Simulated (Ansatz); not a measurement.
# A series in volume scale on BAs

All results are calculated (Ansatz 0.2.0). Periodic Kohn-Sham DFT of a crystal at fixed atoms, scaled to volume_scale times the given cell; pressure positive in compression, energy less spherical unpolarised free atoms, largest_vzz the field gradient of largest size among the nuclei.

The cell before it is scaled or strained (space group F-43m, No. 216):
```
CELL_PARAMETERS angstrom
0.00000 2.40960 2.40960
2.40960 0.00000 2.40960
2.40960 2.40960 0.00000
ATOMIC_POSITIONS crystal
B 0.75000 0.75000 0.75000
As 0.00000 0.00000 0.00000
```

Settings of every row: method all-electron LAPW; functional LDA; relativity scalar; k mesh 11x11x11; filling fermi-dirac; smearing width 0.01 eV; basis error target 1 meV/atom; nucleus gaussian.

Atom start moment: 0 on all atoms.

| row | volume scale | V (Å³/atom) | energy less free atoms (eV/atom) | pressure (GPa) |
| --- | --- | --- | --- | --- |
| 1 | 0.95 | 13.291 | -6.4744 | -0.494 |
| 2 | 0.975 | 13.641 | ? | ? |
| 3 | 1 | 13.991 | -6.4569 | -7.188 |
| 4 | 1.025 | 14.34 | -6.4382 | -9.916 |
| 5 | 1.05 | 14.69 | -6.4139 | -12.296 |

Question: what energy less free atoms and pressure should row 2 give?

Worked fit of energy less free atoms. Take u = (V_r/V)^(2/3) − 1 with V_r = 14.165 Å³ an atom, which is twice the finite (Eulerian) strain; such expansions in the strain, on which the Birch-Murnaghan equation of state is built, carry the rest volume and the bulk modulus. The shown rows have u = 0.04337, 0.00827, -0.00815, -0.02397. Least squares give energy less free atoms = −6.44832 − 1.139 × u + 12.396 × u² eV/atom; a straight line predicts inner rows, each left out in turn, worse (root mean square 0.0086 against 2.6e-05 eV/atom). All shown rows lie on it to the printed digit. The withheld row has u = 0.02545, so the fit gives −6.44832 − 1.139 × (0.02545) + 12.396 × (0.02545)² = -6.4693 eV/atom.

The calculation gave -6.4693 eV/atom. The fit meets it to the printed digit.

Worked fit of pressure. Take u = (V_r/V)^(2/3) − 1 with V_r = 14.165 Å³ an atom, which is twice the finite (Eulerian) strain; such expansions in the strain, on which the Birch-Murnaghan equation of state is built, carry the rest volume and the bulk modulus. The shown rows have u = 0.04337, 0.00827, -0.00815, -0.02397. Least squares give pressure = −8.5941 + 165.959 × u + 479.88 × u² GPa; a straight line predicts inner rows, each left out in turn, worse (root mean square 0.33 against 0.0024 GPa). The rows lie off it by 0.000, 0.001, -0.001, 0.000. The withheld row has u = 0.02545, so the fit gives −8.5941 + 165.959 × (0.02545) + 479.88 × (0.02545)² = -4.060 GPa.

The calculation gave -4.065 GPa. The fit lies 0.005 GPa (0.042 % of the column's range) above it; its largest miss of a shown row is 0.001 GPa.
